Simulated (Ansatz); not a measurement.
# CdO: stiffness from strained cells

How stiff is the crystal, and how unevenly? Runs: cell and atoms relaxed (PAW); reference run (PAW and LAPW); ions clamped (PAW and LAPW).

Program: Ansatz 0.2.0. Level of theory: DFT LDA, frozen-core PAW and all-electron LAPW, scalar-relativistic unless said. These are calculated values, not measurements.

**1. The system as given**

The structure is cubic, space group Fm-3m (No. 225). The conventional cell has a = 4.699 Å, b = 4.699 Å, c = 4.699 Å, α = 90.00°, β = 90.00°, γ = 90.00°. Around Cd (site symmetry m-3m) lie 6 O at 2.35 Å. O (site symmetry m-3m) has 6 Cd at 2.35 Å in its first shell of neighbours.

Structure file:

```cif
data_structure
_symmetry_space_group_name_H-M 'Fm-3m'
_symmetry_Int_Tables_number 225
_cell_length_a 4.6990
_cell_length_b 4.6990
_cell_length_c 4.6990
_cell_angle_alpha 90.000
_cell_angle_beta 90.000
_cell_angle_gamma 90.000
_cell_volume 103.76
loop_
_atom_site_label
_atom_site_type_symbol
_atom_site_symmetry_multiplicity
_atom_site_Wyckoff_symbol
_atom_site_fract_x
_atom_site_fract_y
_atom_site_fract_z
_atom_site_occupancy
Cd1 Cd 4 a 0.00000 0.00000 0.00000 1
O1 O 4 b 0.50000 0.00000 0.00000 1
```

Cartesian axes are those of the input's lattice vectors. The structure goes back to a database entry.

**2. Cell and atoms relaxed, PAW**

Input file input.yaml:

```yaml
crystal:
  lattice:
    - [0.0, 2.3495, 2.3495]
    - [2.3495, 0.0, 2.3495]
    - [2.3495, 2.3495, 0.0]
  atoms:
    - { symbol: Cd, position: [0.0, 0.0, 0.0] }
    - { symbol: O, position: [0.5, 0.5, 0.5] }
kpoints:
  mp_grid: { grid: [18, 18, 18] }
scf:
  occupations: { method: fermi_dirac, width: 0.05 }
hamiltonian:
  xc: lda
  pseudopotentials: { kind: paw }
relax:
  f_tol: 0.002
  max_steps: 80
  cell: {}
output:
  forces: true
  stress: true
```

On the command line:

```
$ ansatz run input.yaml --threads 1 --pin off --max-ram 2560MiB --backend cpu --events-out ev --progress --plain --runs-dir out
```

**4. Reference run, PAW**

Input file input.yaml:

```yaml
crystal:
  lattice:
    - [0.0, 2.31717788528, 2.31717788528]
    - [2.31717788528, 0.0, 2.31717788528]
    - [2.31717788528, 2.31717788528, 0.0]
  atoms:
    - { symbol: Cd, position: [0.0, 0.0, 0.0] }
    - { symbol: O, position: [0.5, 0.5, 0.5] }
kpoints:
  mp_grid: { grid: [18, 18, 18] }
scf:
  occupations: { method: fermi_dirac, width: 0.05 }
hamiltonian:
  xc: lda
  pseudopotentials: { kind: paw }
elastic:
  mode: relaxed_ion
  stencil: four_point
  amplitude: 0.005
```

**5. Reference run, LAPW**

Changes to input.yaml since step 4:

```diff
@@ -14,3 +14,3 @@
   xc: lda
-  pseudopotentials: { kind: paw }
+  pseudopotentials: { kind: all_electron, lapw: { basis_error: 0.001 } }
 elastic:
```

**6. Ions clamped, PAW**

Changes to input.yaml since step 5:

```diff
@@ -14,5 +14,5 @@
   xc: lda
-  pseudopotentials: { kind: all_electron, lapw: { basis_error: 0.001 } }
+  pseudopotentials: { kind: paw }
 elastic:
-  mode: relaxed_ion
+  mode: clamped_ion
   stencil: four_point
```

**7. Ions clamped, LAPW**

Changes to input.yaml since step 6:

```diff
@@ -14,3 +14,3 @@
   xc: lda
-  pseudopotentials: { kind: paw }
+  pseudopotentials: { kind: all_electron, lapw: { basis_error: 0.001 } }
 elastic:
```

(Steps that only read results are left out.)

**Question.** What will these runs give? Wanted: C11; C12; C44; bulk, shear and Young's modulus; Debye temperature from sound speeds; universal anisotropy index.

**Answer**, as computed:

```
                           quantity             value
                          C11 (PAW)           238 GPa
                          C12 (PAW)           125 GPa
                          C44 (PAW)            48 GPa
    bulk, shear and Young's modulus  162, 51, 140 GPa
Debye temperature from sound speeds             354 K
         universal anisotropy index              0.03
```

**Reading.** All eigenvalues are positive, so the crystal is mechanically stable; by PAW K = 162 and G = 51 GPa, K/G = 3.16, on the ductile side of Pugh's rough line at 1.75, which was drawn for metals. Young's modulus runs from 132 to 152 GPa with direction. Clamping the ions changes no constant by more than 1 GPa. Cautions: frozen-core PAW files fitted under PBE, their cores solved anew for the functional of the run; responses of metals move with mesh and smearing.
